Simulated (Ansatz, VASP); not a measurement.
# CdTe in VASP and in Ansatz

```
Cd Te
1.0
     0.00000    3.28211    3.28211
     3.28211    0.00000    3.28211
     3.28211    3.28211    0.00000
Cd Te
1 1
Direct
  0.00000 0.00000 0.00000
  0.25000 0.25000 0.25000
```

The cell is a database's computed one.

Alike in both runs: task relaxation of cell and atoms; functional PBEsol; k mesh 8 × 8 × 8; occupations gaussian, width 0.02 eV; no spin polarisation.

|  | VASP | Ansatz |
| --- | --- | --- |
| version | VASP 6.6.1 | Ansatz 0.2.0 |
| potentials or method | VASP PAW PBE potentials, release 64 (Cd, Te) | scalar-relativistic, plane waves, PAW |
| plane-wave cutoff (eV) | 600 | 420 |
| valence electrons in the cell | 18 | 36 |

|  | VASP | Ansatz | Ansatz less VASP |
| --- | --- | --- | --- |
| gap on the k mesh at the Fermi level, each at its own relaxed structure (eV) | 0.64 | 0.65 | +0.005 |
| relaxed volume (Å³/atom) | 34.27 | 34.19 | -0.084 |
| relaxed cell length with the largest relative difference (Å) | 4.594 | 4.590 | -0.0038 |
| energy change over the relaxation (meV/atom) | -4 | -5 | -0.8 |

The two sets of potentials don't hold the same shells in valence.

Caveats: the PAW data sets were made with another functional, which shifts forces and pressure a little (VASP); spin-orbit coupling is left out, which moves the levels of the heavy elements.
